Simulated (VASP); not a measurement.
Wanted: the native input for a VASP 6.6.1 run.

```
Task                   : relaxation of cell and atoms
Functional             : PBEsol
Potentials or basis    : VASP PAW PBE potentials, release 64 (Pb_d)
Cutoff                 : 600 eV
k mesh                 : 14 × 14 × 14
Occupations            : methfessel-paxton, width 0.1 eV
Spin                   : no spin polarisation
Further INCAR settings : ALGO = Normal; EDIFF = 1e-06; IBRION = 2; EDIFFG = -0.01; NSW = 90; ISIF = 3
```

The structure of Pb lies in POSCAR:

```
Pb
1.0
    0.0000000000      2.4750200000      2.4750200000
    2.4750200000      0.0000000000      2.4750200000
    2.4750200000      2.4750200000      0.0000000000
Pb
1
Direct
    0.0000000000      0.0000000000      0.0000000000
```

One way to write it, as run:

INCAR

```
PREC = Accurate
ENCUT = 600
EDIFF = 1E-6
ISMEAR = 1
SIGMA = 0.1
LREAL = False
LASPH = True
NELM = 80
ALGO = Normal
ISIF = 3
LWAVE = False
LCHARG = False
GGA = PS
IBRION = 2
NSW = 90
EDIFFG = -0.01
```

KPOINTS

```
Automatic mesh
0
Gamma
  14 14 14
```

Potentials or basis: VASP PAW PBE potentials, release 64 (Pb_d).

Run with:

```bash
$ cat potpaw_PBE.64/Pb_d/POTCAR > POTCAR
$ mpirun -np 1 vasp_std > vasp.out
```

Results of the run:

```yaml
Relaxed_volume: 30.03 Å³/atom
Relaxed_cell: a = 3.489 Å, b = 3.489 Å, c = 3.489 Å, α = 60.00°, β = 60.00°, γ = 60.00°
Space_group_after_relaxing_to_0.05_Å: Fm-3m (No. 225)
Energy_gained_by_relaxing: 0.4 meV/atom
Ionic_steps: 3
Pressure_after_relaxing: 0.0 GPa
Band_gap_on_the_k_mesh: none (metal or under the smearing width)
```

Caveat: the PAW data sets were made with another functional, which shifts forces and pressure a little.

Wall time 41 s on 1 thread of AMD EPYC 9R45 (Zen 5), with other jobs on the host, peak memory 0.16 GiB.
